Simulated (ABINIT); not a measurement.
# BAs (F-43m) in ABINIT: further runs

Aim: see how the results for BAs move with the level of theory and the settings. Levels: WC, PBE, HCTH407, LDA-PZ. Tasks: band structure, equation of state.

All numbers are computed with ABINIT 10.8.3 (patched build); they aren't measurements. Logs are shortened: lines on timing, memory, paths and dates and some standing lists are left out, and cuts for length are marked. The log counts tension as positive stress, the text compression.

**What was measured.**

From “Basic Physical Properties of Cubic Boron Arsenide”, 2019, arxiv:1911.11281, for a bulk crystal of BAs: bulk modulus 148 GPa.

The results are compared with them further down.

**1. The structure**

Symmetry: F-43m, No. 216, cubic system. Conventional cell: a = 4.777 Å, b = 4.777 Å, c = 4.777 Å, α = 90.00°, β = 90.00°, γ = 90.00°. As (site symmetry -43m) is surrounded by 4 B at 2.07 Å. B (site symmetry -43m) has 4 As at 2.07 Å as nearest neighbours.

**2. Band structure, WC, spin-orbit coupling, no magnetisation**

The input, run.abi:

```
ndtset 2

pp_dirpath "./"
pseudos "As.GGA_PBE-JTH.xml, B.GGA_PBE-JTH.xml"

acell 3*1.0 Angstrom
rprim
     0.0000000000     2.3885000000     2.3885000000
     2.3885000000     0.0000000000     2.3885000000
     2.3885000000     2.3885000000     0.0000000000
ntypat 2
znucl 33 5
natom 2
typat 1 2
xred
     0.7500000000     0.7500000000     0.7500000000
     0.0000000000     0.0000000000     0.0000000000

ecut 408.170794 eV
pawecutdg 30.0

ixc 23

occopt 3
tsmear 0.00183747

nspinor 2
nspden 1
pawspnorb 1

nstep 100

iomode 3
prtwf 0
prteig 0
prtebands 0
prtden1 1
prtvha1 1
prtvclmb1 1
prtpot1 1

kptopt1 4
ngkpt1 10 10 10
nshiftk1 1
shiftk1 0.0 0.0 0.0
nband1 26
tolvrs1 1.0e-9

iscf2 -2
getden2 1
nband2 34
nbdbuf2 2
tolwfr2 1.0e-12
kptopt2 -9
ndivsm2 6
prteig2 1
prtvol2 -3
kptbounds2
     0.0000000000     0.0000000000     0.0000000000
     0.5000000000     0.0000000000     0.5000000000
     0.5000000000     0.2500000000     0.7500000000
     0.3750000000     0.3750000000     0.7500000000
     0.0000000000     0.0000000000     0.0000000000
     0.5000000000     0.5000000000     0.5000000000
     0.6250000000     0.2500000000     0.6250000000
     0.5000000000     0.2500000000     0.7500000000
     0.5000000000     0.5000000000     0.5000000000
     0.3750000000     0.3750000000     0.7500000000
```

Potentials or basis: JTH PAW PBE v2.0.

Launch:

```
$ abinit run.abi > log 2>&1
```

run.abo:

```text
.Version 10.8.3 of ABINIT
 DATASET    1 : space group F2 3 (#196); Bravais cF (face-center cubic)
================================================================================
 Values of the parameters that define the memory need for DATASET  1.
     intxc =       0    ionmov =       0      iscf =      17    lmnmax =      18
     lnmax =       6     mgfft =      24  mpssoang =       3    mqgrid =    3001
     natom =       2  nloc_mem =       2    nspden =       1   nspinor =       2
    nsppol =       1      nsym =      12    n1xccc =       1    ntypat =       2
    occopt =       3   xclevel =       2
       mpw =         532          nfft =       13824          nkpt =          95
 PAW method is used; the additional fine FFT grid is defined by:
   mgfftf=        32    nfftf =     32768
================================================================================
================================================================================

 DATASET    2 : space group F2 3 (#196); Bravais cF (face-center cubic)
================================================================================
 Values of the parameters that define the memory need for DATASET  2.
     intxc =       0    ionmov =       0      iscf =      -2    lmnmax =      18
     lnmax =       6     mgfft =      24  mpssoang =       3    mqgrid =    3001
     natom =       2  nloc_mem =       2    nspden =       1   nspinor =       2
    nsppol =       1      nsym =      12    n1xccc =       1    ntypat =       2
    occopt =       3   xclevel =       2
       mpw =         532          nfft =       13824          nkpt =         103
 PAW method is used; the additional fine FFT grid is defined by:
   mgfftf=        32    nfftf =     32768
================================================================================
================================================================================

--------------------------------------------------------------------------------
------------- Echo of variables that govern the present computation ------------
--------------------------------------------------------------------------------
 -outvars: echo values of preprocessed input variables --------
            acell      1.8897261259E+00  1.8897261259E+00  1.8897261259E+00 Bohr
              amu      7.49215900E+01  1.08110000E+01
             ecut      1.50000000E+01 Hartree
           getden1          0
           getden2          1
             iscf1         17
             iscf2         -2
              ixc          23
           jdtset        1    2
           kptopt1          4
           kptopt2         -9
         kptrlatt       10    0    0      0   10    0      0    0   10
          kptrlen1     6.38320968E+01
          kptrlen2     3.00000000E+01
            natom           2
            nband1         26
            nband2         34
           nbdbuf1          0
           nbdbuf2          2
           ndtset           2
           ndivsm1          0
           ndivsm2          6
            ngfft          24      24      24
          ngfftdg          32      32      32
             nkpt1         95
             nkpt2        103
          nspinor           2
            nstep         100
             nsym          12
           ntypat           2
           occopt           3
        pawcpxocc           2
        pawecutdg      3.00000000E+01 Hartree
        pawspnorb           1
         pawxcdev           0
        prtebands           0
           prteig1          0
           prteig2          1
           prtpot1          1
           prtpot2          0
         prtvclmb1          1
         prtvclmb2          0
           prtvha1          1
           prtvha2          0
           prtvol1          0
           prtvol2         -3
[... 260 lines left out ...]

 Fine grid specifications (used for densities):

 getcut: wavevector=  0.0000  0.0000  0.0000  ngfft=  32  32  32
         ecut(hartree)=     30.000   => boxcut(ratio)=   2.03322
--------------------------------------------------------------------------------

================================================================================
 Non-SCF case, kpt    1 (  0.00000  0.00000  0.00000), residuals and eigenvalues=
  6.42E-13  6.66E-13  2.45E-13  6.76E-13  3.47E-13  8.78E-13  2.83E-13  4.80E-13
  5.51E-13  7.51E-13  2.34E-13  2.20E-13  1.46E-13  2.41E-13  4.24E-13  7.63E-13
  3.30E-13  5.49E-13  2.55E-13  4.15E-13  2.26E-13  2.93E-13  3.35E-13  4.95E-13
  1.48E-13  3.65E-13  4.94E-13  8.38E-13  3.95E-13  3.45E-13  6.47E-13  7.86E-13
  2.69E-06  2.02E-06
 -1.0746E+00 -1.0746E+00 -1.0746E+00 -1.0746E+00 -1.0482E+00 -1.0482E+00
 -1.0478E+00 -1.0478E+00 -1.0478E+00 -1.0478E+00 -3.1180E-01 -3.1180E-01
  2.5018E-01  2.5018E-01  2.5789E-01  2.5789E-01  2.5789E-01  2.5789E-01
  3.6998E-01  3.6998E-01  3.7773E-01  3.7773E-01  3.7773E-01  3.7773E-01
  4.2516E-01  4.2516E-01  5.9799E-01  5.9799E-01  7.4033E-01  7.4033E-01
[... 1211 lines left out ...]
  5.9469E-01  5.9704E-01  6.3804E-01  6.3971E-01  7.4015E-01  7.4061E-01
  8.6496E-01  8.7238E-01  9.4781E-01  9.4931E-01
 Non-SCF case, kpt  103 (  0.37500  0.37500  0.75000), residuals and eigenvalues=
  3.35E-13  6.52E-13  6.12E-13  5.45E-13  7.34E-13  4.74E-13  3.70E-13  6.03E-13
  7.50E-13  7.23E-13  4.42E-13  4.25E-13  4.81E-13  2.99E-13  7.56E-13  2.89E-13
  7.07E-13  4.62E-13  2.74E-13  6.69E-13  7.00E-13  2.79E-13  9.64E-13  5.12E-13
  6.31E-13  3.50E-13  4.55E-13  2.08E-13  2.21E-13  8.31E-13  3.99E-13  4.17E-13
  5.62E-09  1.86E-09
 -1.0745E+00 -1.0745E+00 -1.0744E+00 -1.0743E+00 -1.0480E+00 -1.0479E+00
 -1.0477E+00 -1.0477E+00 -1.0476E+00 -1.0475E+00 -1.5989E-01 -1.5987E-01
 -4.4324E-02 -4.2011E-02  3.3529E-02  3.7066E-02  1.2703E-01  1.2713E-01
  3.2720E-01  3.2761E-01  4.5622E-01  4.5752E-01  5.9291E-01  5.9355E-01
  6.1080E-01  6.1346E-01  6.4270E-01  6.4378E-01  7.5169E-01  7.5217E-01
  8.6515E-01  8.7293E-01  9.6485E-01  9.6692E-01

--- !ResultsGS
iteration_state: {dtset: 2, }
comment   : Summary of ground state results
lattice_vectors:
- [  0.0000000,   4.5136109,   4.5136109, ]
- [  4.5136109,   0.0000000,   4.5136109, ]
- [  4.5136109,   4.5136109,   0.0000000, ]
lattice_lengths: [   6.38321,    6.38321,    6.38321, ]
lattice_angles: [ 60.000,  60.000,  60.000, ] # degrees, (23, 13, 12)
lattice_volume:   1.8390873E+02
convergence: {deltae:  0.000E+00, res2:  0.000E+00, residm:  9.998E-13, diffor:  0.000E+00, }
etotal    :  -1.16783661E+02
entropy   :   0.00000000E+00
fermie    :   2.75789896E-01
cartesian_stress_tensor: null
pressure_GPa: null
xred      :
- [  7.5000E-01,   7.5000E-01,   7.5000E-01, As]
- [  0.0000E+00,   0.0000E+00,   0.0000E+00,  B]
cartesian_forces: null
force_length_stats: {min: null, max: null, mean: null, }
...

 Integrated electronic density in atomic spheres:
 ------------------------------------------------
 Atom  Sphere_radius  Integrated_density
    1        2.10392         12.81325143
    2        1.70617          1.77135072

================================================================================

 ----iterations are completed or convergence reached----

 Mean square residual over all n,k,spin=   49.992E-14; max=  99.983E-14
 reduced coordinates (array xred) for    2 atoms
       0.750000000000      0.750000000000      0.750000000000
       0.000000000000      0.000000000000      0.000000000000

 cartesian coordinates (angstrom) at end:
    1      3.58275000000000     3.58275000000000     3.58275000000000
    2      0.00000000000000     0.00000000000000     0.00000000000000
 length scales=  1.889726125908  1.889726125908  1.889726125908 bohr
              =  1.000000000000  1.000000000000  1.000000000000 angstroms
 Eigenvalues (hartree) for nkpt= 103  k points:
 kpt#   1, nband= 34, wtk=  1.00000, kpt=  0.0000  0.0000  0.0000 (reduced coord)
  -1.07461   -1.07461   -1.07461   -1.07461   -1.04825   -1.04825   -1.04780   -1.04780
  -1.04780   -1.04780   -0.31180   -0.31180    0.25018    0.25018    0.25789    0.25789
   0.25789    0.25789    0.36998    0.36998    0.37773    0.37773    0.37773    0.37773
   0.42516    0.42516    0.59799    0.59799    0.74033    0.74033    0.74033    0.74033
   0.78102    0.78108
 kpt#   2, nband= 34, wtk=  1.00000, kpt=  0.0294  0.0000  0.0294 (reduced coord)
  -1.07461   -1.07461   -1.07460   -1.07460   -1.04824   -1.04824   -1.04780   -1.04780
  -1.04780   -1.04780   -0.31110   -0.31110    0.24664    0.24664    0.25423    0.25423
   0.25441    0.25441    0.37076    0.37076    0.37882    0.37882    0.38199    0.38199
   0.42891    0.42891    0.60100    0.60100    0.72029    0.72029    0.74111    0.74111
   0.78253    0.78265
 kpt#   3, nband= 34, wtk=  1.00000, kpt=  0.0588  0.0000  0.0588 (reduced coord)
  -1.07460   -1.07460   -1.07459   -1.07459   -1.04823   -1.04823   -1.04780   -1.04780
  -1.04779   -1.04779   -0.30900   -0.30900    0.23703    0.23703    0.24423    0.24423
   0.24522    0.24522    0.36651    0.36651    0.38863    0.38863    0.39350    0.39350
   0.43818    0.43818    0.60980    0.60980    0.68866    0.68866    0.74345    0.74345
[... 587 lines left out ...]
   0.57147    0.57366    0.64270    0.64488    0.73577    0.73621    0.85889    0.86520
   0.92131    0.92158
 kpt# 102, nband= 34, wtk=  1.00000, kpt=  0.3875  0.3875  0.7250 (reduced coord)
  -1.07448   -1.07447   -1.07440   -1.07433   -1.04801   -1.04794   -1.04772   -1.04767
  -1.04761   -1.04755   -0.16366   -0.16362   -0.04187   -0.03948    0.03259    0.03620
   0.13189    0.13198    0.33227    0.33272    0.47802    0.47915    0.57819    0.57881
   0.59469    0.59704    0.63804    0.63971    0.74015    0.74061    0.86496    0.87238
   0.94781    0.94931
 kpt# 103, nband= 34, wtk=  1.00000, kpt=  0.3750  0.3750  0.7500 (reduced coord)
  -1.07447   -1.07447   -1.07440   -1.07433   -1.04802   -1.04795   -1.04772   -1.04766
  -1.04760   -1.04754   -0.15989   -0.15987   -0.04432   -0.04201    0.03353    0.03707
   0.12703    0.12713    0.32720    0.32761    0.45622    0.45752    0.59291    0.59355
   0.61080    0.61346    0.64270    0.64378    0.75169    0.75217    0.86515    0.87293
   0.96485    0.96692

== END DATASET(S) ==============================================================
================================================================================

 -outvars: echo values of variables after computation  --------
            acell      1.8897261259E+00  1.8897261259E+00  1.8897261259E+00 Bohr
           etotal1    -1.1678366100E+02
            fcart1     3.7285076622E-30 -1.0348687635E-46 -3.7285076622E-30
                      -3.7285076622E-30  1.0348687635E-46  3.7285076622E-30
            rprim      0.0000000000E+00  2.3885000000E+00  2.3885000000E+00
                       2.3885000000E+00  0.0000000000E+00  2.3885000000E+00
                       2.3885000000E+00  2.3885000000E+00  0.0000000000E+00
           strten1     1.8424063586E-05  1.8424063586E-05  1.8424063586E-05
                       0.0000000000E+00  0.0000000000E+00  0.0000000000E+00
           xangst      3.5827500000E+00  3.5827500000E+00  3.5827500000E+00
                       0.0000000000E+00  0.0000000000E+00  0.0000000000E+00
             xred      7.5000000000E-01  7.5000000000E-01  7.5000000000E-01
                       0.0000000000E+00  0.0000000000E+00  0.0000000000E+00
 Calculation completed.
```

Wall time 2.8 min (1 thread of Arm Neoverse V1, shared host); peak memory 0.15 GiB.

Results:

```
Free energy                                           : -3177.8453 eV
Pressure                                              : -0.5 GPa
Band gap on the k mesh                                : 1.03 eV, indirect (least direct gap 3.05 eV)
Band gap along the path                               : 1.03 eV, indirect (least direct gap 3.05 eV)
Valence electrons inside the program's atomic spheres : As 12.81; B 1.77
```

Levels at the corners of the path, in eV from the valence-band top:
```csv
point,band 15,band 16,band 17,band 18,band 19,band 20,band 21,band 22
Γ,0.00,0.00,0.00,0.00,3.05,3.05,3.26,3.26
X,-4.22,-4.22,-4.09,-4.09,1.26,1.26,1.30,1.30
W,-5.67,-5.53,-5.29,-5.28,5.12,5.13,5.83,5.83
K,-6.11,-6.01,-3.56,-3.56,1.89,1.90,5.40,5.43
Γ,0.00,0.00,0.00,0.00,3.05,3.05,3.26,3.26
L,-1.96,-1.96,-1.82,-1.82,2.57,2.57,4.65,4.65
U,-6.11,-6.01,-3.56,-3.56,1.89,1.90,5.40,5.43
W,-5.67,-5.53,-5.29,-5.28,5.12,5.13,5.83,5.83
L,-1.96,-1.96,-1.82,-1.82,2.57,2.57,4.65,4.65
K,-6.11,-6.01,-3.56,-3.56,1.89,1.90,5.40,5.43
```

Caveat: the PAW data sets were made with another functional, which shifts forces and pressure a little.

**3. Equation of state, PBE**

The input, run.abi:

```
# Datasets: one volume each
ndtset 7
getwfk -1
scalecart1 3*0.9795861087
scalecart2 3*0.9864848297
scalecart3 3*0.9932883884
scalecart4 3*1.0000000000
scalecart5 3*1.0066227096
scalecart6 3*1.0131594038
scalecart7 3*1.0196128224

# Pseudopotentials
pp_dirpath "./"
pseudos "As.GGA_PBE-JTH.xml, B.GGA_PBE-JTH.xml"

# Structure
acell 3*1.0
rprim
     0.0000000000     4.5136108487     4.5136108487
     4.5136108487     0.0000000000     4.5136108487
     4.5136108487     4.5136108487     0.0000000000
ntypat 2
znucl 33 5
natom 2
typat 1 2
xred
     0.7500000000     0.7500000000     0.7500000000
     0.0000000000     0.0000000000     0.0000000000

# Plane-wave basis
ecut 15.0
pawecutdg 30.0

# k points
kptopt 1
ngkpt 10 10 10
nshiftk 1
shiftk 0.0 0.0 0.0

# Exchange and correlation
ixc 11

# Bands and occupations
nband 13
occopt 3
tsmear 0.05 eV

# SCF cycle
nstep 100
tolvrs 1.0e-9

# Output
iomode 3
prtwf 1
prtden 0
prteig 0
prtebands 0
```

Potentials or basis: JTH PAW PBE v2.0.

Launch:

```
$ abinit run.abi > log 2>&1
```

Wall time 64 s (1 thread of Arm Neoverse V1, shared host); peak memory 0.13 GiB.

The run converged. Its results:

- Equilibrium volume: 13.92 Å³/atom
- Bulk modulus: 131 GPa
- Pressure derivative of the bulk modulus: 4.1

Energy against volume, from the lowest point:
| volume (Å³/atom) | energy (meV/atom) |
| --- | --- |
| 12.809 | 41.59 |
| 13.081 | 22.81 |
| 13.354 | 9.97 |
| 13.626 | 2.54 |
| 13.899 | 0.00 |
| 14.171 | 1.83 |
| 14.444 | 7.68 |

Caveat: pressures at fixed basis lie under the slope of the energies. PBE usually gives volumes a little too large and moduli too small.

(Continued in part 2 of 2.)
